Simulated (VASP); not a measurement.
# RbBr (Pm-3m) in VASP: further runs, part 2 of 2

VASP 6.6.1. Earlier steps stand in the parts before.

### 3 Single point, r2SCAN

Input file POSCAR:

```
RbBr
1.0
    3.8092670000      0.0000000000      0.0000000000
    0.0000000000      3.8092670000      0.0000000000
    0.0000000000      0.0000000000      3.8092670000
Rb Br
1 1
Direct
    0.0000000000      0.0000000000      0.0000000000
    0.5000000000      0.5000000000      0.5000000000
```

Input file INCAR.step1:

```
PREC = Accurate
ENCUT = 520
ISMEAR = -5
SIGMA = 0.1
LREAL = F
LASPH = T
NELM = 60
NBANDS = 15
GGA = PE
ALGO = Normal
EDIFF = 1E-4
LWAVE = T
LCHARG = F
```

Input file INCAR.step2:

```
PREC = Accurate
ENCUT = 520
EDIFF = 1E-6
ISMEAR = -5
SIGMA = 0.1
LREAL = F
LASPH = T
NELM = 60
ALGO = Normal
ISIF = 2
LWAVE = F
LCHARG = T
METAGGA = R2SCAN
LMIXTAU = T
LELF = T
LVHAR = T
NBANDS = 15
ISTART = 1
```

Input file KPOINTS:

```
Automatic mesh
0
Gamma
  5 5 5
```

Potentials or basis: VASP PAW PBE potentials, release 64 (Rb_sv, Br).

The run is started by

```
$ cat potpaw_PBE.64/Rb_sv/POTCAR potpaw_PBE.64/Br/POTCAR > POTCAR
$ cp INCAR.step1 INCAR
$ mpirun -np 1 vasp_std > vasp.out
$ cp INCAR.step2 INCAR
$ mpirun -np 1 vasp_std > vasp.out
```

OUTCAR:

```text
PREC = Accurate
   ENCUT = 520
   EDIFF = 1E-6
   ISMEAR = -5
   LREAL = F
   LASPH = T
   NELM = 60
   ISIF = 2
   METAGGA = R2SCAN
   ISTART = 1

 ion  position               nearest neighbor table
   1  0.000  0.000  0.000-   2 3.30   2 3.30   2 3.30   2 3.30   2 3.30   2 3.30   2 3.30   2 3.30

   2  0.500  0.500  0.500-   1 3.30   1 3.30   1 3.30   1 3.30   1 3.30   1 3.30   1 3.30   1 3.30

  LATTYP: Found a simple cubic cell.
 ALAT       =     3.8092670000

  Lattice vectors:

 A1 = (   3.8092670000,   0.0000000000,   0.0000000000)
 A2 = (   0.0000000000,   3.8092670000,   0.0000000000)
 A3 = (   0.0000000000,   0.0000000000,   3.8092670000)

Analysis of symmetry for initial positions (statically):
=====================================================================
 Subroutine PRICEL returns:
 Original cell was already a primitive cell.

 Routine SETGRP: Setting up the symmetry group for a
 simple cubic supercell.

 Subroutine GETGRP returns: Found 48 space group operations
 (whereof 48 operations were pure point group operations)
 out of a pool of 48 trial point group operations.

The static configuration has the point symmetry O_h .

Analysis of symmetry for dynamics (positions and initial velocities):
=====================================================================
 Subroutine PRICEL returns:
 Original cell was already a primitive cell.

 Routine SETGRP: Setting up the symmetry group for a
 simple cubic supercell.

 Subroutine GETGRP returns: Found 48 space group operations
 (whereof 48 operations were pure point group operations)
 out of a pool of 48 trial point group operations.

The dynamic configuration has the point symmetry O_h .

 Subroutine INISYM returns: Found 48 space group operations
 (whereof 48 operations are pure point group operations),
 and found     1 'primitive' translations

----------------------------------------------------------------------------------------

                                     Primitive cell

  volume of cell :      55.2744

  direct lattice vectors                    reciprocal lattice vectors
     3.809267000  0.000000000  0.000000000     0.262517697  0.000000000  0.000000000
     0.000000000  3.809267000  0.000000000     0.000000000  0.262517697  0.000000000
     0.000000000  0.000000000  3.809267000     0.000000000  0.000000000  0.262517697

  length of vectors
     3.809267000  3.809267000  3.809267000     0.262517697  0.262517697  0.262517697

  position of ions in fractional coordinates (direct lattice)
     0.000000000  0.000000000  0.000000000
     0.500000000  0.500000000  0.500000000

  ion indices of the primitive-cell ions
   primitive index   ion index
                 1           1
                 2           2

----------------------------------------------------------------------------------------

 KPOINTS: Automatic mesh

Automatic generation of k-mesh.
 Grid dimensions read from file:
 generate k-points for:    5    5    5

 Generating k-lattice:

  Cartesian coordinates                     Fractional coordinates (reciprocal lattice)
     0.052503539  0.000000000  0.000000000     0.200000000  0.000000000  0.000000000
     0.000000000  0.052503539  0.000000000     0.000000000  0.200000000  0.000000000
[... 29 lines left out ...]
   total plane-waves  NPLWV =  21952
   dimension x,y,z NGX =    28 NGY =   28 NGZ =   28
   dimension x,y,z NGXF=    56 NGYF=   56 NGZF=   56
   ions per type =               1   1
   NGX,Y,Z   is equivalent  to a cutoff of  12.22, 12.22, 12.22 a.u.
   NGXF,Y,Z  is equivalent  to a cutoff of  24.44, 24.44, 24.44 a.u.
 SYSTEM =  unknown system
   PREC   = accura    normal or accurate (medium, high low for compatibility)
   ISTART =      1    job   : 0-new  1-cont  2-samecut
   ICHARG =      0    charge: 1-file 2-atom 10-const
   ISPIN  =      1    spin polarized calculation?
   LNONCOLLINEAR =      F non collinear calculations
   LSORBIT =      F    spin-orbit coupling
   LASPH  =      T    aspherical Exc in radial PAW
   ENCUT  =  520.0 eV  38.22 Ry    6.18 a.u.   7.08  7.08  7.08*2*pi/ulx,y,z
   NELM   =     60;   NELMIN=  2; NELMDL=  0     # of ELM steps
   EDIFF  = 0.1E-05   stopping-criterion for ELM
   LREAL  =      F    real-space projection
   EDIFFG = 0.1E-04   stopping-criterion for IOM
   NSW    =      0    number of steps for IOM
   IBRION =     -1    ionic relax: 0-MD 1-quasi-New 2-CG
   NFREE  =      0    steps in history (QN), initial steepest desc. (CG)
   ISIF   =      2    stress and relaxation
   ISYM   =      2    0-nonsym 1-usesym 2-fastsym
   POTIM  = 0.5000    time-step for ionic-motion
   TEBEG  =    0.0;   TEEND  =   0.0 temperature during run
   PSTRESS=    0.0 pullay stress
   NELECT =      16.0000    total number of electrons
   NUPDOWN=      -1.0000    fix difference up-down
   EMIN   =  10.00;   EMAX   =-10.00  energy-range for DOS
   EFERMI =   0.00;   METHOD = LEGACY
   ISMEAR =    -5;   SIGMA  =   0.10  broadening in eV -4-tet -1-fermi 0-gaus
   EFERMI_NEDOS =   21; number of points for ismear=-14 and -15
   IALGO  =     38    algorithm
   IMIX   =      4    mixing-type and parameters
     AMIX     =   0.40;   BMIX     =  1.00
     AMIX_MAG =   1.60;   BMIX_MAG =  1.00
  volume/ion in A,a.u.               =      27.64       186.51
  Fermi-wavevector in a.u.,A,eV,Ry     =   1.082946  2.046471 15.956528  1.172772
  Thomas-Fermi vector in A             =   2.219000
   LORBIT       =      0    0 simple, 1 ext, 2 COOP (PROOUT), +10 PAW based schemes
   METAGGA = R2SCAN    functional components
   LHFCALC =     F    Hartree Fock is set to
   AEXX    =    0.0000 exact exchange contribution
   IVDW    =     0    specifies the selected vdW correction
   LEPSILON=     F    determine dielectric tensor
   LRPA    =     F    only Hartree local field effects (RPA)
 non-spin polarized calculation
 Fermi weights with tetrahedron method with Bloechl corrections
  energy-cutoff  :      520.00
  volume of cell :       55.27
 maximum number of plane-waves:      1504
   NGX = 15   NGY = 15   NGZ = 15

 number of electron      16.0000000 magnetization

 Free energy of the ion-electron system (eV)
  ---------------------------------------------------
  ext. energy  EPLUGINS =         0.00000000
  ---------------------------------------------------
  free energy    TOTEN  =       -30.82365123 eV

  energy without entropy =      -30.82365123  energy(sigma->0) =      -30.82365123

 E-fermi :   0.3675     XC(G=0):  -9.4626

 val. band max:        0.2433798157   @ k =   0.4000   0.4000   0.0000
 cond. band min:       6.0162246541   @ k =   0.0000   0.0000   0.0000
 fundamental gap:      5.7728448384
 Fermi energy:         0.3675293162

 k-point     1 :       0.0000    0.0000    0.0000
  band No.  band energies     occupation
      1     -25.3546      2.00000
      2     -13.2354      2.00000
      3      -8.7306      2.00000
      4      -8.7306      2.00000
      5      -8.7306      2.00000
      6       0.1832      2.00000
      7       0.1832      2.00000
      8       0.1832      2.00000
      9       6.0162      0.00000
     10       6.0162      0.00000
     11       6.2943      0.00000
     12      11.6243      0.00000
     13      11.6243      0.00000
     14      11.6243      0.00000
[... 149 lines left out ...]
      2     -12.7382      2.00000
      3      -9.1420      2.00000
      4      -9.1209      2.00000
      5      -9.1209      2.00000
      6      -1.5482      2.00000
      7      -1.5482      2.00000
      8      -1.3280      2.00000
      9       8.9606      0.00000
     10       9.6970      0.00000
     11       9.6970      0.00000
     12      11.5953      0.00000
     13      11.7536      0.00000
     14      11.7536      0.00000
     15      14.8493      0.00000

------------------------ aborting loop because EDIFF is reached ----------------------------------------

  FORCE on cell =-STRESS in cart. coord.  units (eV):
  Direction    XX          YY          ZZ          XY          YZ          ZX
  --------------------------------------------------------------------------------------
  -------------------------------------------------------------------------------------
  Total        2.6551293      2.6551293      2.6551293      0.0000000      0.0000000     -0.0000000
  in kB       76.9612319     76.9612319     76.9612319      0.0000000      0.0000000     -0.0000000
  external PRESSURE =      76.9612319 kB  Pullay stress =       0.0000000 kB

 VOLUME and BASIS-vectors are now :
 -----------------------------------------------------------------------------
  energy-cutoff  :      520.00
  volume of cell :       55.27
      direct lattice vectors                 reciprocal lattice vectors
     3.809267000  0.000000000  0.000000000     0.262517697  0.000000000  0.000000000
     0.000000000  3.809267000  0.000000000     0.000000000  0.262517697  0.000000000
     0.000000000  0.000000000  3.809267000     0.000000000  0.000000000  0.262517697

 POSITION                                       TOTAL-FORCE (eV/Angst)
 -----------------------------------------------------------------------------------
      0.00000      0.00000      0.00000         0.000000      0.000000      0.000000
      1.90463      1.90463      1.90463         0.000000      0.000000      0.000000
 -----------------------------------------------------------------------------------
    total drift:                                0.000000      0.000000      0.000000

  FREE ENERGIE OF THE ION-ELECTRON SYSTEM (eV)
  ---------------------------------------------------
  free  energy   TOTEN  =       -30.8236512292 eV

  energy  without entropy=      -30.8236512292  energy(sigma->0) =      -30.82365123
```

Wall time 75 s (1 thread of AMD EPYC 7R43 (Zen 3), shared host); peak memory 0.12 GiB.

What came out:

```yaml
Free_energy: -30.8237 eV
Pressure: 7.7 GPa
Band_gap_on_the_k_mesh: 5.77 eV, indirect (least direct gap 5.83 eV)
```

Levels at points of the mesh, in eV from the valence-band top:
```tsv
k point	band 4	band 5	band 6	band 7	band 8	band 9	band 10	band 11	band 12	band 13
(0.00, 0.00, 0.00)	-8.97	-8.97	-0.06	-0.06	-0.06	5.77	5.77	6.05	11.38	11.38
```

Caveat: the PAW data sets were made with another functional, which shifts forces and pressure a little; an odd mesh through Γ misses points on the zone boundary, where band edges often lie.

### 4 Single point, r2SCAN

POSCAR is that of step 3.

Input file INCAR.step1:

```
SYSTEM = RbBr
ALGO = Normal
EDIFF = 1E-4
ENCUT = 520
GGA = PE
ISMEAR = 0
LASPH = .True.
LCHARG = .False.
LREAL = .False.
LWAVE = .True.
NBANDS = 15
NELM = 100
PREC = Accurate
SIGMA = 0.0902
```

Input file INCAR.step2:

```
SYSTEM = RbBr
ALGO = Normal
EDIFF = 1E-6
ENCUT = 520
ISIF = 2
ISMEAR = 0
ISTART = 1
LASPH = .True.
LCHARG = .False.
LMIXTAU = .True.
LREAL = .False.
LWAVE = .False.
METAGGA = R2SCAN
NBANDS = 15
NELM = 100
PREC = Accurate
SIGMA = 0.0902
```

Input file KPOINTS:

```
k-points
0
Gamma
  5 5 5
  0 0 0
```

The run is started by

```
$ cat potpaw_PBE.64/Rb_sv/POTCAR potpaw_PBE.64/Br/POTCAR > POTCAR
$ cp INCAR.step1 INCAR
$ mpirun -np 1 vasp_std > vasp.out
$ cp INCAR.step2 INCAR
$ mpirun -np 1 vasp_std > vasp.out
```

Wall time 48 s (1 thread of AMD EPYC 7R43 (Zen 3), shared host); peak memory 0.12 GiB.

It converged, with:

| Item | Value |
| --- | --- |
| Free energy | -30.8237 eV |
| Pressure | 7.7 GPa |
| Band gap on the k mesh | 5.77 eV, indirect (least direct gap 5.83 eV) |

Levels at points of the mesh, in eV from the valence-band top:
| k point | band 4 | band 5 | band 6 | band 7 | band 8 | band 9 | band 10 | band 11 | band 12 | band 13 |
| --- | --- | --- | --- | --- | --- | --- | --- | --- | --- | --- |
| (0.00, 0.00, 0.00) | -8.97 | -8.97 | -0.06 | -0.06 | -0.06 | 5.77 | 5.77 | 6.05 | 11.38 | 11.38 |

Caveat: the PAW data sets were made with another functional, which shifts forces and pressure a little; an odd mesh through Γ misses points on the zone boundary, where band edges often lie.
